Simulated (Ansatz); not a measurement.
Runs of Ansatz 0.2.0 on BN. It takes space group F-43m (No. 216, cubic). Conventional cell: a = 3.626 Å, b = 3.626 Å, c = 3.626 Å, α = 90.00°, β = 90.00°, γ = 90.00°. Around N (site symmetry -43m) lie 4 B at 1.57 Å. B (site symmetry -43m) has 4 N at 1.57 Å as nearest neighbours. The cell is a database's computed one.

```tsv
task	level	potentials or basis	spin	cell	k mesh	cutoff (eV)	smearing	points for each segment of the path	driver	gap on the mesh (eV)	pressure (GPa)	moment (μB)	relaxed volume (Å³/atom)
band structure	BLYP+D3(BJ)	PseudoDojo standard (PBE files)	off	as given	13 × 13 × 13	1143	fermi-dirac 0.15 eV	14	-	4.95	-0.6	-	-
relaxation of cell and atoms	PBE+D4	Ansatz PAW	off	relaxed	13 × 13 × 13	420	fermi-dirac 0.05 eV	-	-	4.55	0.0	-	5.87
relaxation of cell and atoms	PBE+D3(BJ)	Ansatz PAW	off	relaxed	13 × 13 × 13	420	fermi-dirac 0.05 eV	-	-	4.55	0.0	-	(c)
single point	PBE	Ansatz PAW	off	as given	13 × 13 × 13	420	gaussian 0.03 eV	-	-	4.54	-0.4	-	-
relaxation of cell and atoms	RPBE+D3(BJ)	Ansatz PAW	off	relaxed	13 × 13 × 13	420	fermi-dirac 0.05 eV	-	-	(b)	0.0	-	(a)
Born charges and dielectric tensor	RPBE+D3(BJ)+ATM	Ansatz PAW	non-collinear, program default start	as given	13 × 13 × 13	420	fixed	-	chain	4.57	-	0.00	-
band structure	BLYP	Ansatz PAW	off	as given	13 × 13 × 13	420	fermi-dirac 0.05 eV	14	-	4.93	6.4	-	-
band structure	LDA	Ansatz PAW	non-collinear, ferromagnetic start	as given	10 × 10 × 10	420	gaussian 0.1 eV	14	-	(d)	-14.2	0.00	-
```

Question: Fill in the values left out.

Answer: (a) 5.73; (b) 4.61; (c) 5.86; (d) 4.35.

Caveats: the potentials were made for another functional, which shifts forces and pressure (some runs); odd divisions of the mesh miss points on the zone boundary, where band edges often lie, so the gap on the mesh can be too wide (some runs); the PAW data sets come from PBE, with cores solved anew for the run's functional, which leaves a small shift of forces and pressure (some runs); the plane-wave basis is chosen anew once the cell has moved, so the energies of steps on either side of that aren't comparable (some runs); the k mesh misses the band edges, so the gap on the mesh is wider than the one along the path (some runs).

Not every run made on this cell is shown here.
